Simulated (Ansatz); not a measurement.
The system is Re.

```
Re
1.0
     2.76080    0.00000    0.00000
    -1.38040    2.39092    0.00000
     0.00000    0.00000    4.45820
Re
2
Cartesian
  1.3804 0.7970 3.3436
  0.0000 1.5939 1.1145
```

Base run:

```yaml
Program: Ansatz 0.2.0
Functional: PBEsol
Potentials_or_basis: Ansatz PAW
Cutoff: "420 eV (not typed: the program's choice for these potentials)"
k_mesh: 11 × 11 × 6
Occupations: fermi-dirac, width 0.05 eV
Spin: no spin polarisation
```

Its results: band gap on the k mesh none (metal or under the smearing width); pressure -4.2 GPa.

The run is repeated on the same cell with these changes: functional from PBEsol to RPBE. What comes out?

Band gap on the k mesh none (metal or under the smearing width); pressure 9.9 GPa.

RPBE binds less tightly than PBEsol, so the same cell stands under more pressure.

Caveats: spin-orbit coupling is left out, which moves the levels of the heavy elements; the PAW data sets come from PBE, with cores solved anew for the run's functional, which leaves a small shift of forces and pressure.
